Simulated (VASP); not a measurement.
Cs under changes of volume

One of the cells (117.929 Å³/atom); the others are scaled copies at fixed shape and fractional positions:

```
CELL_PARAMETERS angstrom
3.03901 -4.36686 0.00000
3.03901 4.36686 0.00000
-2.59199 0.00000 4.44312
ATOMIC_POSITIONS crystal
Cs 0.00000 0.00000 0.50000
```

This isn't the form of Cs at room conditions, which is bcc.

| Quantity | Value |
| --- | --- |
| Program | VASP 6.6.1 |
| Functional | PBE |
| Potentials or basis | VASP PAW PBE potentials, release 64 (Cs_sv) |
| Cutoff | 520 eV |
| k mesh | 6 × 6 × 6 |
| Occupations | fermi-dirac, width 0.05 eV |
| Spin | no spin polarisation |

```csv
volume (Å³/atom),energy over the lowest point (meV/atom),pressure (GPa)
108.679,4.96,0.2
110.992,2.71,0.1
113.304,?,?
117.929,0.00,0.0
120.241,0.25,0.0
122.553,1.01,-0.1
```

Problem. What does the run at 113.304 Å³/atom give?

Solution. Energy over the lowest point 1.18 meV/atom; pressure 0.1 GPa.

Worked out: A Birch-Murnaghan fit of order 3 (a polynomial in V^(-2/3)) to the other rows has its minimum at 117.97 Å³/atom with B0 = V·E''(V) = 1.9 GPa and B' = 3.5 at fixed shape and positions, which overstates the stiffness. It gives 1.17 meV/atom at 113.304 Å³/atom, against the run's 1.18, and -dE/dV = 0.1 GPa, against 0.1.

Energies are extrapolated to zero smearing.
